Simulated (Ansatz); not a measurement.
**Ionic part of the dielectric constant of HfO₂, mode by mode**

The calculation used DFT PBE, scalar-relativistic, plane waves, PAW in Ansatz 0.2.0. Settings: 420 eV plane-wave cutoff, Γ-centred 8×8×8 mesh, fixed occupations. No spin polarisation. Phonons by linear response, acoustic sum rule imposed.

Space group I4_1/amd (No. 141), tetragonal, a = 4.019 Å, c = 10.647 Å. Around Hf lie 6 O at 2.07–2.15 Å; around O lie 3 Hf at 2.07–2.15 Å.

It was reached by relaxing an invented guess, and it needn't be the stable form of this composition. Spin–orbit coupling is left out, which matters for heavy elements.

The primitive cell has V = 85.97 Å³ and ε∞,zz = 4.057. Each polar mode adds Δε = (4.92064×10⁷/V)·S/ν² along z, with S its oscillator strength in e²/amu, ν in cm⁻¹ and V in Å³.

Question: From these modes, find each Δε and ε0,zz.
```
ν (cm⁻¹)  S_zz (e²/amu)
  345.12          1.797
```

Answer:
```csv
ν (cm⁻¹),Δε
345.12,8.64
```

The sum is 8.64, so ε0,zz = 12.70; the run's tensor has 12.69.

Question: Where do the longitudinal modes lie for a wave vector along z?

Answer: At 610.38 cm⁻¹. The Lyddane–Sachs–Teller product Π(ν_LO/ν_TO)² = 3.13 agrees with ε0/ε∞ = 3.13.
